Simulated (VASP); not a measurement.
# Bi (R-3m) in VASP: relaxation of cell and atoms with r2SCAN

Aim: the relaxation of cell and atoms of Bi with r2SCAN.

Program: VASP 6.6.1. These are calculated values, not measurements. Logs are shortened: lines on timing, memory, paths and dates and some standing lists are left out, and cuts for length are marked.

**1. The structure**

Symmetry: R-3m, No. 166, trigonal system. Conventional cell: a = 4.535 Å, b = 4.535 Å, c = 11.814 Å, α = 90.00°, β = 90.00°, γ = 120.00°. Bi (site symmetry 3m) has 6 Bi at 3.06 to 3.52 Å as nearest neighbours.

**2. Relaxation of cell and atoms, r2SCAN**

Contents of INCAR:

```
SYSTEM = Bi
ALGO = Normal
EDIFF = 1E-7
EDIFFG = -0.005
ENCUT = 600
IBRION = 2
ISIF = 3
ISMEAR = 0
LASPH = .TRUE.
LCHARG = .FALSE.
LMIXTAU = .TRUE.
LREAL = .FALSE.
LWAVE = .FALSE.
METAGGA = R2SCAN
NELM = 80
NSW = 90
PREC = Accurate
SIGMA = 0.1
```

Contents of KPOINTS:

```
k-points
0
G
  12 12 12
  0 0 0
```

Contents of POSCAR:

```
Bi
1.0
    2.2675000000      1.3091417400      3.9380000000
   -2.2675000000      1.3091417400      3.9380000000
    0.0000000000     -2.6182834700      3.9380000000
Bi
2
Direct
    0.2340000000      0.2340000000      0.2340000000
    0.7660000000      0.7660000000      0.7660000000
```

Potentials or basis: VASP PAW PBE potentials, release 64 (Bi_d).

Started as:

```bash
cat potpaw_PBE.64/Bi_d/POTCAR > POTCAR
mpirun -np 1 vasp_std > vasp.out
```

OUTCAR:

```text
SYSTEM = Bi
   EDIFF = 1E-7
   EDIFFG = -0.005
   ENCUT = 600
   IBRION = 2
   ISIF = 3
   ISMEAR = 0
   LASPH = .TRUE.
   LREAL = .FALSE.
   METAGGA = R2SCAN
   NELM = 80
   NSW = 90
   PREC = Accurate

 ion  position               nearest neighbor table
   1  0.234  0.234  0.234-   2 3.06   2 3.06   2 3.06   2 3.52   2 3.52   2 3.52
   2  0.766  0.766  0.766-   1 3.06   1 3.06   1 3.06   1 3.52   1 3.52   1 3.52

  LATTYP: Found a trigonal (rhomboedric) cell.
 ALAT       =     4.7289800534
 COS(alpha) =     0.5401781297

  Lattice vectors:

 A1 = (   2.2675000000,   1.3091417400,   3.9380000000)
 A2 = (  -2.2675000000,   1.3091417400,   3.9380000000)
 A3 = (   0.0000000000,  -2.6182834700,   3.9380000000)

Analysis of symmetry for initial positions (statically):
=====================================================================
 Subroutine PRICEL returns:
 Original cell was already a primitive cell.

 Routine SETGRP: Setting up the symmetry group for a
 trigonal (rhombohedral) supercell.

 Subroutine GETGRP returns: Found 12 space group operations
 (whereof 12 operations were pure point group operations)
 out of a pool of 12 trial point group operations.

The static configuration has the point symmetry D_3d.

Analysis of symmetry for dynamics (positions and initial velocities):
=====================================================================
 Subroutine PRICEL returns:
 Original cell was already a primitive cell.

 Routine SETGRP: Setting up the symmetry group for a
 trigonal (rhombohedral) supercell.

 Subroutine GETGRP returns: Found 12 space group operations
 (whereof 12 operations were pure point group operations)
 out of a pool of 12 trial point group operations.

The dynamic configuration has the point symmetry D_3d.

 Subroutine INISYM returns: Found 12 space group operations
 (whereof 12 operations are pure point group operations),
 and found     1 'primitive' translations

----------------------------------------------------------------------------------------

                                     Primitive cell

  volume of cell :      70.1392

  direct lattice vectors                    reciprocal lattice vectors
     2.267500000  1.309141740  3.938000000     0.220507166  0.127309872  0.084645336
    -2.267500000  1.309141740  3.938000000    -0.220507166  0.127309872  0.084645336
     0.000000000 -2.618283470  3.938000000     0.000000000 -0.254619744  0.084645336

  length of vectors
     4.728980053  4.728980053  4.728980052     0.268320791  0.268320791  0.268320791

  position of ions in fractional coordinates (direct lattice)
     0.234000000  0.234000000  0.234000000
     0.766000000  0.766000000  0.766000000

  ion indices of the primitive-cell ions
   primitive index   ion index
                 1           1
                 2           2

----------------------------------------------------------------------------------------

 KPOINTS: k-points

Automatic generation of k-mesh.
 Grid dimensions read from file:
 generate k-points for:   12   12   12

 Generating k-lattice:

  Cartesian coordinates                     Fractional coordinates (reciprocal lattice)
     0.018375597  0.010609156  0.007053778     0.083333333  0.000000000  0.000000000
    -0.018375597  0.010609156  0.007053778     0.000000000  0.083333333  0.000000000
     0.000000000 -0.021218312  0.007053778     0.000000000  0.000000000  0.083333333

  Length of vectors
     0.022360066  0.022360066  0.022360066

  Shift w.r.t. Gamma in fractional coordinates (k-lattice)
     0.000000000  0.000000000  0.000000000

 Subroutine IBZKPT returns following result:
 ===========================================

 Found    189 irreducible k-points:

 Following reciprocal coordinates:
            Coordinates               Weight
  0.000000  0.000000  0.000000      1.000000
  0.083333  0.000000 -0.000000      6.000000
  0.166667  0.000000  0.000000      6.000000
  0.250000  0.000000  0.000000      6.000000
  0.333333  0.000000  0.000000      6.000000
  0.416667  0.000000 -0.000000      6.000000
[... 16 lines left out ...]
  0.500000  0.166667  0.000000     12.000000
 -0.416667  0.166667  0.000000     12.000000
 [... further k-points ...]
   k-points           NKPTS =    189   k-points in BZ     NKDIM =    189   number of bands    NBANDS=     19
   number of dos      NEDOS =    301   number of ions     NIONS =      2
   total plane-waves  NPLWV =  64000
   dimension x,y,z NGX =    40 NGY =   40 NGZ =   40
   dimension x,y,z NGXF=    80 NGYF=   80 NGZF=   80
   ions per type =               2
   NGX,Y,Z   is equivalent  to a cutoff of  14.06, 14.06, 14.06 a.u.
   NGXF,Y,Z  is equivalent  to a cutoff of  28.12, 28.12, 28.12 a.u.
 SYSTEM =  Bi
   PREC   = accura    normal or accurate (medium, high low for compatibility)
   ISTART =      0    job   : 0-new  1-cont  2-samecut
   ICHARG =      2    charge: 1-file 2-atom 10-const
   ISPIN  =      1    spin polarized calculation?
   LNONCOLLINEAR =      F non collinear calculations
   LSORBIT =      F    spin-orbit coupling
   LASPH  =      T    aspherical Exc in radial PAW
   ENCUT  =  600.0 eV  44.10 Ry    6.64 a.u.   9.44  9.44  9.44*2*pi/ulx,y,z
   NELM   =     80;   NELMIN=  2; NELMDL= -5     # of ELM steps
   EDIFF  = 0.1E-06   stopping-criterion for ELM
   LREAL  =      F    real-space projection
   EDIFFG = -.5E-02   stopping-criterion for IOM
   NSW    =     90    number of steps for IOM
   IBRION =      2    ionic relax: 0-MD 1-quasi-New 2-CG
   NFREE  =      1    steps in history (QN), initial steepest desc. (CG)
   ISIF   =      3    stress and relaxation
   ISYM   =      2    0-nonsym 1-usesym 2-fastsym
   POTIM  = 0.5000    time-step for ionic-motion
   TEBEG  =    0.0;   TEEND  =   0.0 temperature during run
   PSTRESS=    0.0 pullay stress
   NELECT =      30.0000    total number of electrons
   NUPDOWN=      -1.0000    fix difference up-down
   EMIN   =  10.00;   EMAX   =-10.00  energy-range for DOS
   EFERMI =   0.00;   METHOD = LEGACY
   ISMEAR =     0;   SIGMA  =   0.10  broadening in eV -4-tet -1-fermi 0-gaus
   EFERMI_NEDOS =   21; number of points for ismear=-14 and -15
   IALGO  =     38    algorithm
   IMIX   =      4    mixing-type and parameters
     AMIX     =   0.40;   BMIX     =  1.00
     AMIX_MAG =   1.60;   BMIX_MAG =  1.00
  volume/ion in A,a.u.               =      35.07       236.66
  Fermi-wavevector in a.u.,A,eV,Ry     =   1.233469  2.330919 20.700530  1.521446
  Thomas-Fermi vector in A             =   2.368198
   LORBIT       =      0    0 simple, 1 ext, 2 COOP (PROOUT), +10 PAW based schemes
   METAGGA = R2SCAN    functional components
   LHFCALC =     F    Hartree Fock is set to
   AEXX    =    0.0000 exact exchange contribution
   IVDW    =     0    specifies the selected vdW correction
   LEPSILON=     F    determine dielectric tensor
   LRPA    =     F    only Hartree local field effects (RPA)
 conjugate gradient relaxation of ions
 non-spin polarized calculation
 Gauss-broadening in eV      SIGMA  =   0.10
  energy-cutoff  :      600.00
  volume of cell :       70.14
 maximum number of plane-waves:      2367
 NGX is ok and might be reduce to    40
   NGX = 19   NGY = 19   NGZ = 19

--------------------------------------- Ionic step        1  -------------------------------------------

 number of electron      30.0000001 magnetization

 Free energy of the ion-electron system (eV)
  ---------------------------------------------------
  ext. energy  EPLUGINS =         0.00000000
  ---------------------------------------------------
  free energy    TOTEN  =      -116.98889585 eV

  energy without entropy =     -116.98795626  energy(sigma->0) =     -116.98842605

------------------------ aborting loop because EDIFF is reached ----------------------------------------

  FORCE on cell =-STRESS in cart. coord.  units (eV):
  Direction    XX          YY          ZZ          XY          YZ          ZX
  --------------------------------------------------------------------------------------
  -------------------------------------------------------------------------------------
  Total        0.4990703      0.4990703      0.7371226      0.0000000      0.0000000      0.0000000
  in kB       11.4001712     11.4001712     16.8379568      0.0000000      0.0000000      0.0000000
  external PRESSURE =      13.2127664 kB  Pullay stress =       0.0000000 kB
[... 89 lines left out ...]
  FREE ENERGIE OF THE ION-ELECTRON SYSTEM (eV)
  ---------------------------------------------------
  free  energy   TOTEN  =      -116.9968494500 eV

  energy  without entropy=     -116.9958746525  energy(sigma->0) =     -116.99636205

 E-fermi :   5.9126     XC(G=0): -10.0271

 val. band max:        5.9002874679   @ k =  -0.4167   0.5000   0.4167
 cond. band min:       6.0523603426   @ k =   0.4167   0.0000  -0.0000
 fundamental gap:      0.1520728747
 Fermi energy:         5.9126488157

 k-point     1 :       0.0000    0.0000    0.0000
  band No.  band energies     occupation
      1     -17.7006      2.00000
      2     -17.7006      2.00000
      3     -17.5453      2.00000
      4     -17.5453      2.00000
      5     -17.5250      2.00000
      6     -17.3527      2.00000
[... 505 lines left out ...]
      6     -17.4405      2.00000
[... 11 lines left out ...]
     18       9.2300      0.00000
     19      12.9784      0.00000

 [... further k-points ...]

[... ionic steps 4 to 7 ...]

--------------------------------------- Ionic step        8  -------------------------------------------

 number of electron      30.0000000 magnetization

------------------------ aborting loop because EDIFF is reached ----------------------------------------
[... 67 lines left out ...]
--------------------------------------- Ionic step       10  -------------------------------------------

 number of electron      29.9999999 magnetization

 Free energy of the ion-electron system (eV)
  ---------------------------------------------------
  ext. energy  EPLUGINS =         0.00000000
  ---------------------------------------------------
  free energy    TOTEN  =      -117.00327634 eV

  energy without entropy =     -117.00229386  energy(sigma->0) =     -117.00278510

 E-fermi :   5.8427     XC(G=0):  -9.9682

 val. band max:        5.8410847237   @ k =  -0.4167   0.5000   0.4167
 cond. band min:       5.9385604032   @ k =   0.4167   0.0000  -0.0000
 fundamental gap:      0.0974756795
 Fermi energy:         5.8427114294

 k-point     1 :       0.0000    0.0000    0.0000
  band No.  band energies     occupation
      1     -17.7929      2.00000
      2     -17.7929      2.00000
      3     -17.6385      2.00000
      4     -17.6385      2.00000
      5     -17.6167      2.00000
      6     -17.4460      2.00000
[... 505 lines left out ...]
      6     -17.5328      2.00000
[... 11 lines left out ...]
     18       9.1112      0.00000
     19      12.8091      0.00000

 [... further k-points ...]

------------------------ aborting loop because EDIFF is reached ----------------------------------------

  FORCE on cell =-STRESS in cart. coord.  units (eV):
  Direction    XX          YY          ZZ          XY          YZ          ZX
  --------------------------------------------------------------------------------------
  -------------------------------------------------------------------------------------
  Total        0.0037842      0.0037842     -0.0030911      0.0000000     -0.0000000      0.0000000
  in kB        0.0826204      0.0826204     -0.0674880      0.0000000     -0.0000000      0.0000000
  external PRESSURE =       0.0325843 kB  Pullay stress =       0.0000000 kB
[... 17 lines left out ...]
  FREE ENERGIE OF THE ION-ELECTRON SYSTEM (eV)
  ---------------------------------------------------
  free  energy   TOTEN  =      -117.0032763438 eV

  energy  without entropy=     -117.0022938620  energy(sigma->0) =     -117.00278510

 reached required accuracy - stopping structural energy minimisation
```

Run time: 3.2 h. Hardware: 1 thread of Intel Xeon Platinum 8259CL at 2.50GHz (Skylake/Cascade Lake), shared host; peak memory 0.47 GiB.

What came out:

- Free energy: -117.0033 eV
- Relaxed volume: 36.69 Å³/atom
- Relaxed cell: a = 4.885 Å, b = 4.885 Å, c = 4.885 Å, α = 55.28°, β = 55.28°, γ = 55.28°
- Space group after relaxing (to 0.05 Å): R-3m (No. 166)
- Energy gained by relaxing: 7.2 meV/atom
- Ionic steps: 10
- Pressure after relaxing: 0.0 GPa
- Band gap on the k mesh: none (metal or under the smearing width)

Step by step:
```csv
step,energy change (eV),largest force (eV/Å),pressure (GPa),volume (Å³)
1,0.0000,0.0514,1.32,70.14
2,-0.0055,0.1721,-0.72,73.12
3,-0.0080,0.0936,-0.03,72.03
4,-0.0098,0.0826,-0.02,72.19
5,-0.0133,0.0457,0.05,72.67
6,-0.0126,0.0490,0.29,73.57
7,-0.0142,0.0040,0.14,73.07
8,-0.0140,0.0368,-0.27,73.87
9,-0.0143,0.0158,-0.01,73.36
10,-0.0144,0.0009,0.00,73.38
```

Final structure:
```cif
data_structure
_symmetry_space_group_name_H-M 'P 1'
_symmetry_Int_Tables_number 1
_cell_length_a 4.8847
_cell_length_b 4.8847
_cell_length_c 4.8847
_cell_angle_alpha 55.284
_cell_angle_beta 55.284
_cell_angle_gamma 55.284
_cell_volume 73.38
loop_
_atom_site_label
_atom_site_type_symbol
_atom_site_fract_x
_atom_site_fract_y
_atom_site_fract_z
_atom_site_occupancy
Bi1 Bi 0.23169 0.23169 0.23169 1
Bi2 Bi 0.76831 0.76831 0.76831 1
```

Caveat: the PAW data sets were made with another functional, which shifts forces and pressure a little; spin-orbit coupling is left out, which moves the levels of the heavy elements.
